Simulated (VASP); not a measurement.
Write the native input for VASP 6.6.1 that does the following.

- Task: relaxation of cell and atoms
- Functional: LDA
- Potentials or basis: VASP PAW LDA potentials, release 64 (C)
- Cutoff: 520 eV
- k mesh: 6 × 6 × 6
- Occupations: gaussian, width 0.02 eV
- Spin: no spin polarisation
- Further INCAR settings: ALGO = Fast; EDIFF = 1e-07; IBRION = 2; EDIFFG = -0.002; NSW = 80; ISIF = 3

The structure of C lies in POSCAR:

```
C                                       
1.0
    1.2236719113      0.7064873059      6.5620634607
   -1.2236719113      0.7064873059      6.5620634607
    0.0000000000     -1.4129746118      6.5620634607
  C             
     4
Direct
     0.9166508893174399    0.9166508893174399    0.9166508893174399
     0.2499255065510861    0.2499255065510861    0.2499255065510861
     0.7500744934489140    0.7500744934489140    0.7500744934489140
     0.0833491106825601    0.0833491106825601    0.0833491106825601
```

This isn't the form of C at room conditions, which is graphite.

The input as run:

INCAR

```
SYSTEM = C
PREC = Accurate ; ENCUT = 520
EDIFF = 1E-7 ; ISMEAR = 0
SIGMA = 0.02 ; LREAL = .False.
LASPH = .True. ; NELM = 80
ALGO = Fast ; ISIF = 3
LWAVE = .False. ; LCHARG = .False.
IBRION = 2 ; NSW = 80
EDIFFG = -0.002 ; KPAR = 4
```

KPOINTS

```
Automatic mesh
0
Gamma
  6 6 6
  0 0 0
```

Potentials or basis: VASP PAW LDA potentials, release 64 (C).

Launch:

```sh
$ cat potpaw_LDA.64/C/POTCAR > POTCAR
$ mpirun -np 4 vasp_std > vasp.out
```

Results of the run:

| Property | Result |
| --- | --- |
| Relaxed volume | 8.54 Å³/atom |
| Relaxed cell | a = 6.732 Å, b = 6.732 Å, c = 6.732 Å, α = 20.95°, β = 20.95°, γ = 20.95° |
| Space group after relaxing (to 0.05 Å) | R-3m (No. 166) |
| Energy gained by relaxing | 0.0 meV/atom |
| Ionic steps | 10 |
| Pressure after relaxing | 0.0 GPa |
| Band gap on the k mesh | 0.47 eV, direct |

Caveat: the k mesh is coarse (spacing up to 0.50 Å⁻¹), so the values aren't converged.

It took 2.3 min on 4 MPI ranks on AMD EPYC 7R13 Processor (Zen 3) (shared host), peak memory 0.23 GiB a rank.
